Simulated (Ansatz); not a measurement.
Mg:

```
CELL_PARAMETERS angstrom
3.20930 0.00000 0.00000
-1.60465 2.77934 0.00000
0.00000 0.00000 5.21030
ATOMIC_POSITIONS crystal
Mg 0.66667 0.33333 0.75000
Mg 0.33333 0.66667 0.25000
```

- Program: Ansatz 0.2.0
- Task: relaxation of cell and atoms
- Functional: revPBE
- Dispersion: D3(BJ)
- Potentials or basis: all-electron LAPW, scalar-relativistic
- Basis error allowed: 0.001 eV/atom
- k mesh: 10 × 10 × 5
- Occupations: fermi-dirac, width 0.05 eV
- Spin: no spin polarisation

At the start: volume 23.24 Å³/atom.

Question: How do energy, volume and symmetry change on relaxing?

Answer: Over 6 steps the energy falls by 22.6 meV/atom and the volume is 21.27 Å³/atom (-8.5 %); space group P6_3/mmc (No. 194, to 0.05 Å).

Step by step:
```csv
step,energy change (eV),largest force (eV/Å),volume (Å³)
1,0.0000,0.0000,46.47
2,-0.0421,0.0000,43.27
3,-0.0450,0.0000,42.30
4,-0.0452,0.0000,42.52
5,-0.0452,0.0000,42.53
6,-0.0452,0.0000,42.53
```

Final structure:
```cif
data_structure
_symmetry_space_group_name_H-M 'P 1'
_symmetry_Int_Tables_number 1
_cell_length_a 3.0883
_cell_length_b 3.0883
_cell_length_c 5.1493
_cell_angle_alpha 90.000
_cell_angle_beta 90.000
_cell_angle_gamma 120.000
_cell_volume 42.53
loop_
_atom_site_label
_atom_site_type_symbol
_atom_site_fract_x
_atom_site_fract_y
_atom_site_fract_z
_atom_site_occupancy
Mg1 Mg 0.66667 0.33333 0.75000 1
Mg2 Mg 0.33333 0.66667 0.25000 1
```
